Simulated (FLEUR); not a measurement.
## Bi: equation of state with LDA

Crystal: Bi.

```xyz
2
Lattice="3.4886 -3.1326 0.0000 3.4886 3.1326 0.0000 -1.2602 0.0000 3.1136" Properties=species:S:1:pos:R:3 pbc="T T T"
Bi    4.1738    0.0000    2.6695
Bi    1.5432    0.0000    0.4440
```

This isn't the form of Bi at room conditions, which is rhombohedral.

```json
{
 "Program": "FLEUR MaX-R8.1 (later development tree)",
 "Task": "equation of state",
 "Functional": "LDA",
 "Potentials or basis": "all-electron",
 "Basis": "FLAPW",
 "Kmax": "4.1 1/bohr",
 "k mesh": "6 × 6 × 9",
 "Occupations": "fermi-dirac, width 0.05 eV",
 "Spin": "no spin polarisation",
 "Gmax": "12.7 1/bohr",
 "Muffin-tin radii": "Bi 2.66 bohr",
 "lmax": "Bi 10",
 "lnonsphr": "Bi 10",
 "Local orbitals a species": "Bi 5"
}
```

The equilibrium volume is 31.63 Å³/atom (rough: see the caveat) and the bulk modulus at fixed shape and positions is 59 GPa (rough).

Energy against volume, from the lowest point:
```
volume (Å³/atom)  energy (meV/atom)
          31.984               0.00
          32.665               5.14
          34.026              28.42
          35.387              65.82
          36.067              88.83
```

Caveat: the minimum lies outside the volumes run; the cell was scaled at fixed shape and fractional positions, which overstates the stiffness of a crystal with free parameters, most of all of layers and chains.
